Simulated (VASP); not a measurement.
A VASP 6.6.1 single-point calculation on SrO

INCAR

```
SIGMA = 0.02
PREC = Accurate
NSW = 0
GGA = PE
LASPH = .TRUE.
LCHARG = .FALSE.
NELM = 120
ISMEAR = -1
EDIFF = 1E-7
LREAL = .FALSE.
IBRION = -1
NBANDS = 15
LWAVE = .FALSE.
ENCUT = 300
ISIF = 2
```

KPOINTS

```
KPOINTS created by Atomic Simulation Environment
0
Gamma
8 8 8
0 0 0
```

POSCAR

```
Sr O
 1.0000000000000000
     0.0000000000000000    2.6572890956999999    2.5411939410000000
     2.6572890956999999    0.0000000000000000    2.5411939410000000
     2.6572890956999999    2.6572890956999999    0.0000000000000000
 Sr  O
   1   1
Cartesian
  0.0000000000000000  0.0000000000000000  0.0000000000000000
  2.6572890956999999  2.6572890956999999  2.5411939410000004
```

The recommended PBE PAW datasets give the neutral cell 16 valence electrons.

Command

```
mpirun -np 1 vasp_std
```

**Question.** Predict the outcome of this run.

**Answer.** It converged. Results: gap between bands v and c on the k mesh 3.14 eV; least direct gap on the k mesh 3.39 eV; pressure -21.8 GPa. Band v is the last that the valence electrons fill when counted band by band, and c is the next.

OSZICAR

```
N       E                     dE             d eps       ncg     rms          rms(c)
DAV:   1     0.439321152747E+02    0.43932E+02   -0.59512E+03  1818   0.673E+02
DAV:   2    -0.120667391495E+02   -0.55999E+02   -0.51013E+02  2478   0.170E+02
DAV:   3    -0.139995580007E+02   -0.19328E+01   -0.19251E+01  2161   0.290E+01
DAV:   4    -0.140361165372E+02   -0.36559E-01   -0.36556E-01  2264   0.406E+00
DAV:   5    -0.140372029706E+02   -0.10864E-02   -0.10864E-02  2209   0.553E-01    0.153E+01
DAV:   6    -0.123136691394E+02    0.17235E+01   -0.45695E+00  1847   0.154E+01    0.169E+01
DAV:   7    -0.122070935410E+02    0.10658E+00   -0.21988E-01  2197   0.385E+00    0.101E+01
DAV:   8    -0.121848193603E+02    0.22274E-01   -0.11691E-01  2183   0.331E+00    0.447E-01
DAV:   9    -0.121854500115E+02   -0.63065E-03   -0.63695E-03  2176   0.475E-01    0.203E-01
DAV:  10    -0.121859816654E+02   -0.53165E-03   -0.36877E-04  2008   0.167E-01    0.974E-02
DAV:  11    -0.121861968918E+02   -0.21523E-03   -0.19091E-04  1854   0.977E-02    0.302E-02
DAV:  12    -0.121862129943E+02   -0.16102E-04   -0.22933E-05  2030   0.316E-02    0.117E-02
DAV:  13    -0.121862127858E+02    0.20850E-06   -0.68432E-07  2029   0.783E-03    0.420E-03
DAV:  14    -0.121862123039E+02    0.48195E-06   -0.19576E-07  2421   0.283E-03    0.110E-03
DAV:  15    -0.121862122631E+02    0.40707E-07   -0.14974E-08   955   0.116E-03
   1 F= -.12186212E+02 E0= -.12186212E+02  d E =-.803221E-13
```

These settings aren't sound, so the numbers aren't properties of the crystal.

On sound settings PBE gives a gap of 3.09 eV on its mesh and a pressure of -1.1 GPa for the intended cell.
